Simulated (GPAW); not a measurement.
# Ti (P6_3/mmc) in GPAW: further runs

Runs on Ti. Level: PBEsol. Tasks: single point.

Program: GPAW 26.7.0. These are calculated values, not measurements. Logs are shortened: lines on timing, memory, paths and dates and some standing lists are left out, and cuts for length are marked. The log counts tension as positive stress, the text compression.

## 1. The crystal as given

It takes space group P6_3/mmc (No. 194, hexagonal). The conventional cell has a = 2.950 Å, b = 2.950 Å, c = 4.680 Å, α = 90.00°, β = 90.00°, γ = 120.00°. Around Ti (site symmetry -6m2) lie 12 Ti at 2.89 to 2.95 Å.

## 2. Single point, PBEsol, 16.93 Å³/atom

The input, run.py:

```python
from ase import Atoms
from ase.dft.bandgap import bandgap
from ase.io import write
from ase.units import GPa
from gpaw import GPAW, PW, setup_paths

setup_paths.insert(0, '.')

atoms = Atoms(['Ti', 'Ti'],
              cell=[[2.95, 0.0, 0.0],
                    [-1.475, 2.5547749412, 0.0],
                    [0.0, 0.0, 4.4928]],
              scaled_positions=[[0.6666666667, 0.3333333333, 0.75],
                                [0.3333333333, 0.6666666667, 0.25]],
              pbc=True)

calc = GPAW(mode=PW(600),
            xc='PBEsol',
            kpts={'size': (10, 10, 6), 'gamma': True},
            occupations={'name': 'fermi-dirac', 'width': 0.05},
            nbands=24,
            convergence={'density': 1e-05, 'energy': 1e-05},
            maxiter=150,
            txt='gpaw.txt')
atoms.calc = calc
energy = atoms.get_potential_energy()
forces = atoms.get_forces()
stress = atoms.get_stress()
calc.write('gs.gpw')
write('result.traj', atoms)
print(f'Energy: {energy:.6f} eV')
print('Forces (eV/A):')
print(forces.round(4))
print('Stress (GPa):', (stress / GPa).round(3))
print('Fermi level:', round(calc.get_fermi_level(), 4), 'eV')
print(f'Gap: {bandgap(calc)[0]:.4f} eV, direct: {bandgap(calc, direct=True)[0]:.4f} eV')
```

Potentials or basis: PAW data sets generated in the run's folder for this functional, pw.

Launch:

```bash
$ gpaw-setup -f PBEsol Ti
$ OMP_NUM_THREADS=1 python run.py
```

gpaw.txt:

```text
__  _  _
 | _ |_)|_||  |
 |__||  | ||/\| - 26.7.0

Input parameters:
  mode=PW(ecut=600.0),
  convergence={'density': 1e-05, 'energy': 1e-05},
  kpts=MonkhorstPack(size=(10, 10, 6), gamma=True),
  maxiter=150,
  nbands=24,
  occupations=Occupations(name='fermi-dirac', width=0.05),
  xc=XC(name='PBEsol')

Diagonalizing LCAO Hamiltonian
Converting LCAO to pw mode

          Ti

        Ti

Atoms  # Å, Bohr magnetons
|   | symbol |         x |        y |        z |    initial magnetic moments |
|---|--------|-----------|----------|----------|-----------------------------|
| 0 |     Ti |  1.475000 | 0.851592 | 3.369600 | ( 0.0000,  0.0000,  0.0000) |
| 1 |     Ti | -0.000000 | 1.703183 | 1.123200 | ( 0.0000,  0.0000,  0.0000) |

Unit cell  # Å
| periodic |         x |        y |        z |  lengths |     angles |
|----------|-----------|----------|----------|----------|------------|
|      yes |  2.950000 | 0.000000 | 0.000000 | 2.950000 |  90.000000 |
|      yes | -1.475000 | 2.554775 | 0.000000 | 2.950000 |  90.000000 |
|      yes |  0.000000 | 0.000000 | 4.492800 | 4.492800 | 120.000000 |

Number of symmetries: 12
Symmetry operations  # r_c * U_cc + t_c -> r_c
|    | kind |            matrix            |
|----|------|------------------------------|
|  0 |  σ   |  1, 1, 0,  0,-1, 0,  0, 0, 1 |
|  1 |  S6  |  1, 1, 0, -1, 0, 0,  0, 0,-1 |
|  2 |  E   |  1, 0, 0,  0, 1, 0,  0, 0, 1 |
|  3 |  C2  |  1, 0, 0, -1,-1, 0,  0, 0,-1 |
|  4 |  C2  |  0, 1, 0,  1, 0, 0,  0, 0,-1 |
|  5 |  C3  |  0, 1, 0, -1,-1, 0,  0, 0, 1 |
|  6 |  S6  |  0,-1, 0,  1, 1, 0,  0, 0,-1 |
|  7 |  σ   |  0,-1, 0, -1, 0, 0,  0, 0, 1 |
|  8 |  σ   | -1, 0, 0,  1, 1, 0,  0, 0, 1 |
|  9 |  i   | -1, 0, 0,  0,-1, 0,  0, 0,-1 |
| 10 |  C3  | -1,-1, 0,  1, 0, 0,  0, 0, 1 |
| 11 |  C2  | -1,-1, 0,  0, 1, 0,  0, 0,-1 |

BZ-sampling:
  Number of BZ points: 600
  Number of IBZ points: 72

  Monkhorst-Pack size: [10, 10, 6]
  Monkhorst-Pack shift: [0.05, 0.05, 0.08333333333333333]

K-points  # in reciprocal-cell coordinates
|     |                                coordinates |     weight |
|-----|--------------------------------------------|------------|
|   0 | (  0.00000000,   0.00000000,   0.00000000) | 0.00166667 |
|   1 | (  0.00000000,   0.00000000,   0.16666667) | 0.00333333 |
|   2 | (  0.00000000,   0.00000000,   0.33333333) | 0.00333333 |
|   3 | (  0.00000000,   0.00000000,   0.50000000) | 0.00166667 |
|   4 | (  0.10000000,   0.00000000,  -0.33333333) | 0.01000000 |
|   5 | (  0.10000000,   0.00000000,  -0.16666667) | 0.01000000 |
|   6 | (  0.10000000,   0.00000000,   0.00000000) | 0.01000000 |
|   7 | (  0.10000000,   0.00000000,   0.16666667) | 0.01000000 |
|   8 | (  0.10000000,   0.00000000,   0.33333333) | 0.01000000 |
|   9 | (  0.10000000,   0.00000000,   0.50000000) | 0.01000000 |
| ... |                                            |            |
|  71 | (  0.50000000,   0.50000000,   0.50000000) | 0.00500000 |

Plane wave coefficients: 1142
Cutoff: 600.0 eV

Spin-components: 1 (collinear spins)
Bands:           24
Projectors:      12
Spin-degeneracy: 2
Datatype:        complex128

Parallelization:
  kpt:    1
  domain: 1
  band:   1

Density:
  Valence electrons: 24.0
  Components: 1
  Grid points: [18 18 27]
  Charge: 0.0  # |e|

Potential:
  Grid points: [18 18 27]

species:
  Ti:
    name:    Titanium
    Z:       22.0
    valence: 12
    core:    10
    charge:  0.0  # [|e|]
    compensation charges:
      type: gauss
      rc: 0.38  # [Å]
      lmax: 2
    cutoffs:
      filter: 2.23  # [Å]
      core: 1.02  # [Å]
    projectors
    | kind |    occ | energy [eV] | rcut [Å] |
    |------|--------|-------------|----------|
    |   3s |  2.000 |     -62.441 |    1.270 |
    |   4s |  2.000 |      -4.477 |    1.270 |
    |   3p |  6.000 |     -38.776 |    1.058 |
    |   4p |  0.000 |      -1.449 |    1.058 |
    |   3d |  2.000 |      -4.275 |    1.058 |
    |    d |        |      22.937 |    1.058 |

    Using partial waves for Ti as LCAO basis

Reference energy: -46395.495296  # eV

eigensolver:
  PPCG
  Converge bands: occupied
  niter=2

density mixing:
  MSR1-Mixer
  Pratt-step length: 0.05
  Maximum mixing coefficient: 0.75
  Old densities: 10
  SVD Regularization: 0.005
  Good broyden scale: 1.0
  Trust region scale: 1.0
  Backstep threshold: 4.0
  History deletion threshold: 6.0
  Fourier metric: weight=20.0, sigma=0.015

occupation numbers:
  Fermi-Dirac:
    width: 0.0500  # eV

poisson solver:
  ecut: 4800.0  # eV

xc functional:
  name: PBEsol with 2 nearest neighbor stencil

convergence criteria:
- Maximum integral of absolute [dens]ity change: 1e-05 electrons / valence electron
- Maximum [total energy] change in last 3 cyles: 1e-05 eV / valence electron
- Maximum integral of absolute [eigenst]ate change: 4e-08 eV^2 / valence electron
maximum number of iterations: 150

SCF iterations
|iter     | |      energy | eigst |  dens |
|---------|-|-------------|-------|-------|
|iter:   1| |  -14.844854 | -0.10 |       |
|iter:   2| |  -14.727875 | -2.53 | -1.22 |
|iter:   3| |  -14.330167 | -1.35 | -1.27 |
|iter:   4| |  -14.333803 | -3.44 | -1.97 |
|iter:   5| |  -14.335643 | -3.68 | -2.30 |
|iter:   6| |  -14.335690 | -5.68 | -3.38 |
|iter:   7| |  -14.335700c| -6.31 | -3.81 |
|iter:   8| |  -14.335700c| -8.07c| -4.67 |
|iter:   9| |  -14.335700c| -7.97c| -5.03c|

Converged in 9 steps
Energy contributions relative to reference atoms: (reference = -46395.495296)

Energy contributions:
  Kinetic:          11.024704
  Coulomb:         -10.511390
  Zero:              0.044337
  External:          0.000000
  Xc:              -14.884827
  Entropy:          -0.017047
  Spinorbit:         0.000000
  ----------------------------
  Free energy:     -14.344224
  Extrapolated:    -14.335700

dipole moment: (0.000000, 0.000000, 0.000000)  # |e|*Ang

Fermi level: 8.684
Eigenvalues  # (at kpt = [0.000, 0.000, 0.000])
| band index |      eig [eV] | occ [0-2] |
|------------|---------------|-----------|
|          0 |       -47.869 |     2.000 |
|        ... |               |           |
|          2 |       -24.653 |     2.000 |
|          3 |       -23.942 |     2.000 |
|          4 |       -23.942 |     2.000 |
|          5 |       -23.812 |     2.000 |
|          6 |       -23.806 |     2.000 |
|          7 |       -23.806 |     2.000 |
[... 8 lines left out ...]
|         16 |        10.164 |     0.000 |
|         17 |        10.164 |     0.000 |
|        ... |               |           |
|         23 |        26.864 |     0.000 |

No gap
No difference between direct/indirect transitions

Forces  # eV/Ang
|        x |       y |        z |
|----------|---------|----------|
| -0.00000 | 0.00000 | -0.00020 |  # Ti   0
|  0.00000 | 0.00000 |  0.00020 |  # Ti   1

Stress tensor  # eV/Ang^3
|        x |        y |         z |
|----------|----------|-----------|
| 0.018916 | 0.000000 |  0.000000 |
| 0.000000 | 0.018916 |  0.000000 |
| 0.000000 | 0.000000 | -0.004964 |

# Writing to gs.gpw (mode='')
```

Run time: 43 s. Hardware: 1 thread of Arm Neoverse V1, shared host; peak memory 0.18 GiB.

Results:

```yaml
Free_energy: -14.3442 eV
Pressure: -1.8 GPa
Band_gap_on_the_k_mesh: none (metal or under the smearing width)
```

Caveat: the density grid can change from cell to cell, which puts small steps into energies and stress.

## 3. Single point, PBEsol, 17.28 Å³/atom

Edit run.py of step 2 so:

```diff
@@ -11,3 +11,3 @@
                     [-1.475, 2.5547749412, 0.0],
-                    [0.0, 0.0, 4.4928]],
+                    [0.0, 0.0, 4.5864]],
               scaled_positions=[[0.6666666667, 0.3333333333, 0.75],
```

Potentials or basis: PAW data sets generated in the run's folder for this functional, pw.

Launch:

```bash
$ gpaw-setup -f PBEsol Ti
$ OMP_NUM_THREADS=1 python run.py
```

Wall time 46 s (1 thread of Arm Neoverse V1, shared host); peak memory 0.18 GiB.

The run converged. Its results:

```
Free energy            : -14.3426 eV
Pressure               : -4.1 GPa
Band gap on the k mesh : none (metal or under the smearing width)
```

Caveat: the density grid can change from cell to cell, which puts small steps into energies and stress.
